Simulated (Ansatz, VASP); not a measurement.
## BH2N (H-BN-H chair, 1 layer): VASP beside Ansatz

One calculation is typed for both programs; each brings its own data sets. How far apart do they land? The structure shown is the start of the Ansatz relaxation below; VASP solves that cell, so the two are compared at the walk's first step.

Method: plane waves, with VASP 6.6.1 beside it; single point at PBE, in Ansatz 0.2.0.

**1. The starting structure**

The cell holds 4 atoms: 2 H, 1 N and 1 B. Cell: a = 2.558 Å, b = 2.558 Å, c = 17.687 Å, α = 90.0°, β = 90.0°, γ = 120.0°. Vacuum lies along c.

**2. Ansatz: relaxation, PBE**

Ansatz runs on its default PAW (the set named soft_2) files.

The two programs are compared at the cell with which this relaxation starts, whose forces are those of its first step.

Input file input.yaml:

```yaml
crystal:
  lattice:
    - [2.5575, 0.0, 0.0]
    - [-1.27875, 2.2148599702, 0.0]
    - [0.0, 0.0, 17.6866666667]
  atoms:
    - { symbol: H, position: [0.6666666667, 0.3333333333, 0.4240482473] }
    - { symbol: "N", position: [0.6666666667, 0.3333333333, 0.4817188089] }
    - { symbol: B, position: [0.3333333333, 0.6666666667, 0.5109310215] }
    - { symbol: H, position: [0.3333333333, 0.6666666667, 0.5759517527] }
kpoints:
  mp_grid: { grid: [12, 12, 1] }
hamiltonian:
  xc: pbe
scf:
  occupations: { method: fermi_dirac, width: 0.05 }
  convergence: { dr2_threshold: 1.0e-08 }
efield:
  axis: 3
  dipole_correction: true
  ramp_position: 0.97
  ramp_width: 0.04
relax:
  f_tol: 0.01
  cell: { fix: [c, alpha, beta] }
output:
  write_potential: true
  write_density: true
  volumetric_format: npy
```

Launch:

```bash
$ ansatz run input.yaml --threads 2 --pin off --max-ram 4096MiB --backend cpu --events-out ev --progress --plain --runs-dir out
```

Numbers of over 12 decimals in the logs are rounded to 6 here.

The program printed:

```text
Warning: relax.cell: scf.convergence.dr2_threshold = 1e-8 eV is looser than the 4e-10 eV advised for a relaxation that steers and ends on the stress (1e-10 eV for each atom of the cell: 4). What an SCF threshold leaves in a stress goes as its square root, and in the free energy as the threshold itself, and one threshold admits the most on a small cell: [figures from the program's tests cut] Set scf.convergence.dr2_threshold to 4e-10 eV or tighter. The threshold is an SCF's pass mark: one that does not reach it within its budget of iterations ends unconverged, or closes short of it on a stop that the run arms, and scf.convergence.dr2_threshold's page says what that costs each kind of run
Engine: ansatz 0.2.0, aarch64-unknown-linux-gnu
Pseudopotentials: kind: paw
Pseudopotential: H, paw, valence charge 1, recommended cutoff 420 eV (normal), H.paw.azcp
Pseudopotential: N, paw, valence charge 5, recommended cutoff 420 eV (normal), N.paw.azcp
Pseudopotential: B, paw, valence charge 3, recommended cutoff 420 eV (normal), B.paw.azcp
Functional definition: PBE
  parameter kappa = 0.804
  parameter beta = 0.066725
  exchange = pbe_x(kappa = kappa, mu = beta*pi^2/3)
  correlation = pbe_c(beta = beta)
Crystal: 4 atoms, lattice volume = 100.186 Å³
Basis set: ecut = 420 eV, 1997 PW (Γ), exchange–correlation on 36×36×240 points (8 copies of the dense FFT grid, shifted against one another)
Bands: 9, of which v1, the nominal top of the filled ones, is band 5 counted from 1 (4 counted from 0)
Symmetry: 6 space group operations
Space group: P3m1 (ITA 156), of the structure as read, at distance tolerance 4.6e-5 Å
k-points: 19 of 144 (time reversal used)
Non-local potential: H, projectors of the file, l = 0: 2, l = 1: 1
Non-local potential: N, projectors of the file, l = 0: 2, l = 1: 2, l = 2: 1
Non-local potential: B, projectors of the file, l = 0: 2, l = 1: 2, l = 2: 1
PAW form: soft (Blöchl's): semilocal exchange-correlation on the pseudo side does not see the compensation charge
PAW one-centre angular grid: H, 110 points (default); XC on 64 Gauss nodes
PAW one-centre angular grid: N, 110 points (default); XC on 64 Gauss nodes
PAW one-centre angular grid: B, 110 points (default); XC on 64 Gauss nodes
Initial density: superposition of atomic densities (neutral atoms: chi_scale 0, normalization atom), corrected by the library's trained network
Initial wavefunctions: pseudopotential atomic-orbital guess
Functional: x = pbe(κ = 0.804, μ = 0.219515), c = pbe(β = 0.066725)
SCF iter   1: F=—  HF=-573.702789 eV  |F-HF|=—  |Δ(HF+E_count)|=         —  Δρ=6.17e-3  dr2=2.85e-2  ethr=1.77e-3  p=-0.117 e·Å  D=-2.12e-1 V/Å  ΔV_dip=3.74 eV  dr2_dipole=2.56e-5  V_vac-E_F(+/−)=6.50/2.75 eV  ⟨swp⟩=6.1  Hψ=1315  notcnv=0
efield: sawtooth ramp at fractional position 0.9700 (set: `efield.ramp_position`, or a place that a band, a saddle search or an elastic batch's reference lends), width 0.0400; the density the first Hamiltonian is built on has a dipole p = -0.117 e·Å; the dipole correction subtracts the counter field D = -2.12e-1 V/Å, which shifts the + side's vacuum level by +3.74 eV against the − side's; the planar-averaged density in the ramp window peaks in size at 1.6e-4 e/Å³
preconditioner: auto → none  [insulator: Δε(μ)=2.741 eV  Ē_g=14.673 eV  σ=0.050 eV  W_gap=1.00  n_scr=10 (ndim 8)  ℏωp=11.7 eV  f_vac=0.678  D(μ)=0.00/eV (n_scr^D=0)  ε∞_Penn≈1.6]
SCF iter   2: F=—  HF=-573.701606 eV  |F-HF|=—  |Δ(HF+E_count)|=   1.18e-3  Δρ=2.18e-3  dr2=5.92e-3  ethr=2.85e-4  p=-0.120 e·Å  D=-2.16e-1 V/Å  ΔV_dip=3.83 eV  dr2_dipole=1.42e-3  V_vac-E_F(+/−)=6.46/2.63 eV  ⟨swp⟩=2.6  Hψ=476  notcnv=0
SCF iter   3: F=—  HF=-573.701928 eV  |F-HF|=—  |Δ(HF+E_count)|=   3.22e-4  Δρ=1.71e-3  dr2=4.53e-3  ethr=5.92e-5  p=-0.140 e·Å  D=-2.54e-1 V/Å  ΔV_dip=4.49 eV  dr2_dipole=4.79e-4  V_vac-E_F(+/−)=6.76/2.28 eV  ⟨swp⟩=2.8  Hψ=333  notcnv=0
SCF iter   4: F=—  HF=-573.701107 eV  |F-HF|=—  |Δ(HF+E_count)|=   8.21e-4  Δρ=2.98e-4  dr2=1.83e-4  ethr=4.53e-5  p=-0.136 e·Å  D=-2.46e-1 V/Å  ΔV_dip=4.35 eV  dr2_dipole=4.44e-5  V_vac-E_F(+/−)=6.62/2.26 eV  ⟨swp⟩=2.1  Hψ=317  notcnv=0
SCF iter   5: F=—  HF=-573.701083 eV  |F-HF|=—  |Δ(HF+E_count)|=   2.34e-5  Δρ=1.20e-4  dr2=8.91e-6  ethr=1.83e-6  p=-0.139 e·Å  D=-2.51e-1 V/Å  ΔV_dip=4.43 eV  dr2_dipole=1.83e-8  V_vac-E_F(+/−)=6.67/2.24 eV  ⟨swp⟩=2.4  Hψ=309  notcnv=0
SCF iter   6: F=—  HF=-573.701064 eV  |F-HF|=—  |Δ(HF+E_count)|=   1.88e-5  Δρ=2.43e-5  dr2=2.92e-7  ethr=8.91e-8  p=-0.139 e·Å  D=-2.51e-1 V/Å  ΔV_dip=4.44 eV  dr2_dipole=8.94e-9  V_vac-E_F(+/−)=6.67/2.24 eV  ⟨swp⟩=2.5  Hψ=300  notcnv=0
[...]
preconditioner: auto → none  [insulator: Δε(μ)=2.876 eV  Ē_g=14.319 eV  σ=0.050 eV  W_gap=1.00  n_scr=10 (ndim 8)  ℏωp=11.6 eV  f_vac=0.702  D(μ)=0.00/eV (n_scr^D=0)  ε∞_Penn≈1.7]
SCF iter   2: F=—  HF=-573.748765 eV  |F-HF|=—  |Δ(HF+E_count)|=   2.84e-5  Δρ=5.00e-5  dr2=4.53e-6  ethr=1.38e-7  p=-0.142 e·Å  D=-2.50e-1 V/Å  ΔV_dip=4.42 eV  dr2_dipole=7.79e-7  V_vac-E_F(+/−)=6.76/2.34 eV  ⟨swp⟩=2.1  Hψ=248  notcnv=0
[...]
iter 1 solved again at ethr=3.01e-7 eV; its pass at ethr=3.10e-3 eV (dr2=3.01e-5 eV) is discarded
SCF iter   1: F=—  HF=-573.748824 eV  |F-HF|=—  |Δ(HF+E_count)|=         —  Δρ=3.63e-6  dr2=4.96e-9  ethr=3.01e-7  p=-0.142 e·Å  D=-2.50e-1 V/Å  ΔV_dip=4.43 eV  dr2_dipole=1.97e-13  V_vac-E_F(+/−)=6.76/2.33 eV  ⟨swp⟩=3.1  Hψ=1825  notcnv=0
efield: sawtooth ramp at fractional position 0.9700 (set: `efield.ramp_position`, or a place that a band, a saddle search or an elastic batch's reference lends), width 0.0400; the density the first Hamiltonian is built on has a dipole p = -0.142 e·Å; the dipole correction subtracts the counter field D = -2.50e-1 V/Å, which shifts the + side's vacuum level by +4.43 eV against the − side's; the planar-averaged density in the ramp window peaks in size at 3.4e-6 e/Å³
eigensolver tolerance schedule: the retry pair's looser diagonalisation over-reported the residual by 6077.29 of it (diagonalisation noise at 1.44 of the residual, at the tolerance the schedule requests for it); recorded, not acted on — ethr = c·dr2/N_el stays at c = 1.0e-1
preconditioner: auto → none  [insulator: Δε(μ)=2.884 eV  Ē_g=14.322 eV  σ=0.050 eV  W_gap=1.00  n_scr=10 (ndim 8)  ℏωp=11.6 eV  f_vac=0.702  D(μ)=0.00/eV (n_scr^D=0)  ε∞_Penn≈1.7]
SCF iter   2: F=—  HF=-573.748799 eV  |F-HF|=—  |Δ(HF+E_count)|=   2.52e-5  Δρ=1.88e-6  dr2=1.94e-9  ethr=4.96e-11  p=-0.142 e·Å  D=-2.50e-1 V/Å  ΔV_dip=4.43 eV  dr2_dipole=1.29e-11  V_vac-E_F(+/−)=6.76/2.33 eV  ⟨swp⟩=13.4  Hψ=1419  notcnv=0
SCF iter   3: F=-573.748799 eV  HF=-573.748799 eV  |F-HF|=7.92e-11  |Δ(HF+E_count)|=  6.43e-10  Δρ=9.36e-7  dr2=4.47e-10  ethr=1.94e-11  p=-0.142 e·Å  D=-2.50e-1 V/Å  ΔV_dip=4.43 eV  dr2_dipole=2.03e-11  V_vac-E_F(+/−)=6.76/2.33 eV  ⟨swp⟩=6.1  Hψ=937  notcnv=0
SCF 7 converged in 3 iterations: F = -573.748799 eV  dr2 = 4.47e-10
relax step   7: F+E_penalty+E_count = -573.74879887 eV  Δ(F+E_penalty+E_count) = -3.409e-5 eV  max|allowed force component| = 2.364e-3 eV/Å  Δτ_max = 0.0000 Å  P = +0.002 GPa  Ω = 102.954 Å³  fix = [c, alpha, beta]  reactions: c -0.004 GPa  stress off target by 5.00e-3 GPa on what of the cell is left free  SCF on the basis re-selected at this cell (its energy is not comparable with the rows above)  (3 SCF iters)
basis re-selected at this cell: Δ(F+E_penalty+E_count) = -3.409e-5 eV, ΔP = +0.001 GPa vs the last step (what re-selecting the basis moved, of the pressure what is left beyond the Pulay correction that the steps carried, after the strain that the cell walked since its last selection, with what the two solves' SCF thresholds leave and, on support functions, any second-order correction that the steps lacked; it is no m [...]
WARN: The input density's exchange-correlation potential varies sharply where the density is thin. Do not read a vacuum level from v_tot or v_xc, or from such a field of the output density. On a cell that repeats whose density bears no net charge and no dipole along the vacuum's axis use v_es (v_loc + v_h of the components); under efield.dipole_correction with no amplitude use v_es + v_field, which holds any external [...]
SCF converged after 3 iterations
Free energy (F): -573.748799 eV
Harris-Foulkes:  -573.748799 eV  (|F-HF|=7.92e-11)
Internal energy: -573.748799 eV  (E = F + TS)
E sigma→0 (E₀):  -573.748799 eV
Fermi energy:    -2.373639 eV
Dipole field:    D = -0.250237 V/Å  (p = -0.142375 e·Å, saw-weighted, corrected)
Work function:   Φ+ = 6.7601 eV   Φ− = 2.3341 eV
Levels:          The Fermi level and band energies are counted from a zero that moves with the ramp; work functions are not
--- Per-component energies (eV) ---
  E_band       = -99.407650
  E_kinetic    = 211.019141
  E_local      = -3587.296985  (includes V_loc(G=0)·N_el)
  E_nonlocal   = 60.270117
  E_hartree    = 1689.181592
  E_xc         = -110.616120
  E_vxc        = -138.226049  (∫ρ·V_xc dr)
  E_paw        = -207.486233  (= ΣΔE_a)
  E_vpaw       = -23.740653  (= ΣTr[D̂ρ^β])
  E_aug_tail   = -0.002590  (compensation charges beyond the density's cutoff)
  E_efield     = 0.017814  (sawtooth field / dipole correction)
  E_vefield    = 0.206326  (∫n·V_field dr)
  E_ewald      = 1371.164466
  E_smearing   = -0.000000  (= −TS)
  E_closure    = -0.000000  (closes the sum)
  Σ components = -573.748799   (vs F -573.748799, Δ=0.00e0)
--- Forces (eV/Å), atoms counted from 1 ---
  atom   1  H      0.00000000     0.00000000     0.00088122
  atom   2  N     -0.00000000     0.00000000    -0.00133733
  atom   3  B      0.00000000     0.00000000     0.00236245
  atom   4  H      0.00000000    -0.00000000    -0.00191334
  max |Σ_I F_I| component: 6.99e-6 eV/Å
--- Stress (GPa, compression-positive) ---
        0.004999      -0.000000       0.000000
       -0.000000       0.004999      -0.000000
        0.000000      -0.000000      -0.004429
  P = ⅓ Tr σ = 0.0019 GPa (0.019 kbar)
--- Band table (eV; the first three rows and the last of 19) ---
  k-point 0: bands = ["-21.2866", "-12.0131", "-5.4801", "-3.8293", "-3.8293", "-0.9458", "0.7260", "2.5852", "3.7582"]
  k-point 1: bands = ["-21.1603", "-11.8929", "-5.3958", "-4.4401", "-4.0357", "-0.7766", "0.9178", "2.7745", "3.9369"]
  k-point 2: bands = ["-20.7910", "-11.5483", "-5.9777", "-5.0934", "-4.5464", "-0.2794", "1.4915", "3.3364", "4.4393"]
  k-point 18: bands = ["-18.1192", "-10.2940", "-9.6702", "-8.8821", "-4.2559", "5.0471", "5.6511", "7.1246", "8.2948"]
--- Relaxed structure (5 steps of the walk, 5 accepted, 2 SCFs on fresh bases) ---
  F+E_penalty+E_count = -573.74879887 eV   max|allowed force component| = 2.364e-3 eV/Å   (the final SCF, on the basis selected at the relaxed cell)
  cell:  # Å, volume = 102.9538 Å³
    - [2.592584, 0, 0]
    - [-1.296292, 2.245243, 0]
    - [0, 0, 17.6866666667]
  atoms:
    - { symbol: H, position: [0.666667, 0.333333, 0.422771] }
    - { symbol: N, position: [0.666667, 0.333333, 0.481263] }
    - { symbol: B, position: [0.333333, 0.666667, 0.510433] }
    - { symbol: H, position: [0.333333, 0.666667, 0.578183] }
```

Reading the cycles: dr2 is the Hartree energy of the density residual (eV), the measure of convergence; HF is the Harris–Foulkes estimate of the energy, which meets the free energy F at convergence.

**3. VASP: single point, PBE, start cell**

The same cell, functional, mesh and smearing now go to VASP, with its own data sets.

Lines of VASP's logs that name or quote its potential files are left out, and so is its time.

Input file INCAR:

```
SYSTEM = BH2N
PREC = Accurate
ENCUT = 520
EDIFF = 1E-06
NELM = 120
ISMEAR = -1
SIGMA = 0.05
LREAL = .FALSE.
ALGO = Normal
GGA = PE
NBANDS = 11
LORBIT = 11
LWAVE = .FALSE.
LCHARG = .FALSE.
ISIF = 2
LDIPOL = .TRUE.
IDIPOL = 3
DIPOL = 0.5 0.5 0.498
LVHAR = .TRUE.
LASPH = .TRUE.
GGA_COMPAT = .FALSE.
EFERMI = MIDGAP
NELMDL = -8
```

Input file POSCAR:

```
BH2N
1.0
    2.5575000000      0.0000000000      0.0000000000
   -1.2787500000      2.2148600000      0.0000000000
    0.0000000000      0.0000000000     17.6866670000
H N B
2 1 1
Direct
    0.6666667419      0.3333334838      0.4240482393
    0.3333332581      0.6666665162      0.5759517607
    0.6666667419      0.3333334838      0.4817187998
    0.3333332581      0.6666665162      0.5109310307
```

Input file KPOINTS:

```
Automatic mesh
0
Gamma
12 12 1
0 0 0
```

PAW data sets: H, N and B (PBE family, release 64).

Launch:

```bash
$ mpirun -np 1 vasp_std
```

The program printed:

```text
[banner, memory and clock lines left out]
running    1 mpi-ranks, on    1 nodes
 distrk:  each k-point on    1 cores,    1 groups
 distr:  one band on    1 cores,    1 groups

 POSCAR found type information on POSCAR H N B
 POSCAR found :  3 types and       4 ions
 LDA part: xc-table for (Slater+PW92), standard interpolation
 POSCAR, INCAR and KPOINTS ok, starting setup
 FFT: planning ... GRIDC
 FFT: planning ... GRID_SOFT
 FFT: planning ... GRID
 WAVECAR not read
 entering main loop
       N       E                     dE             d eps       ncg     rms          rms(c)
DAV:   1     0.668013946007E+02    0.66801E+02   -0.40347E+03   418   0.673E+02
DAV:   2    -0.177943505155E+02   -0.84596E+02   -0.73633E+02   570   0.159E+02
DAV:   3    -0.261465716050E+02   -0.83522E+01   -0.83093E+01   559   0.607E+01
DAV:   4    -0.263344987774E+02   -0.18793E+00   -0.18760E+00   651   0.878E+00
DAV:   5    -0.263366717852E+02   -0.21730E-02   -0.21727E-02   627   0.562E-01
DAV:   6    -0.263366726111E+02   -0.82586E-06   -0.82571E-06   601   0.181E-02
DAV:   7    -0.263366726151E+02   -0.40288E-08   -0.40499E-08   633   0.112E-03
DAV:   8    -0.263366726151E+02   -0.33197E-10   -0.92232E-11   594   0.492E-05    0.834E+00
DAV:   9    -0.244435065604E+02    0.18932E+01   -0.37687E+00   577   0.123E+01    0.433E+00
DAV:  10    -0.240066372044E+02    0.43687E+00   -0.12007E+00   583   0.636E+00    0.217E+00
DAV:  11    -0.239183155260E+02    0.88322E-01   -0.31291E-01   570   0.353E+00    0.527E-01
DAV:  12    -0.239067304842E+02    0.11585E-01   -0.43160E-02   578   0.142E+00    0.265E-01
DAV:  13    -0.239016708797E+02    0.50596E-02   -0.49413E-03   546   0.543E-01    0.847E-02
DAV:  14    -0.238989438214E+02    0.27271E-02   -0.49115E-03   559   0.349E-01    0.720E-02
[...]
DAV:  19    -0.238999386350E+02   -0.20560E-03   -0.39569E-05   470   0.280E-02    0.451E-03
DAV:  20    -0.239000646800E+02   -0.12605E-03   -0.21489E-05   504   0.180E-02    0.238E-03
DAV:  21    -0.239001192619E+02   -0.54582E-04   -0.85662E-06   498   0.129E-02    0.265E-03
DAV:  22    -0.239001328937E+02   -0.13632E-04   -0.26331E-06   507   0.835E-03    0.738E-04
DAV:  23    -0.239001369859E+02   -0.40922E-05   -0.28798E-07   499   0.284E-03    0.304E-04
DAV:  24    -0.239001387659E+02   -0.17799E-05   -0.57995E-08   499   0.953E-04    0.291E-04
DAV:  25    -0.239001403116E+02   -0.15457E-05   -0.52371E-08   484   0.106E-03    0.155E-04
DAV:  26    -0.239001406141E+02   -0.30254E-06   -0.92958E-09   514   0.577E-04
   1 F= -.23900141E+02 E0= -.23900141E+02  d E =-.819618E-13
```

(Continued in part 2 of 2.)

[Lines on the potential files, build, host, timing and source positions are cut from VASP's logs without a mark.]

[Logs are printed without paths, hosts, clocks, repeated set-up lines and the standing remarks that a program may print on its own settings, such as how far it seeks lower states.]

[Hosts, paths, dates, database ids (printed as entryN), source tags and the programs' standing remarks are cut or masked in the printed files.]
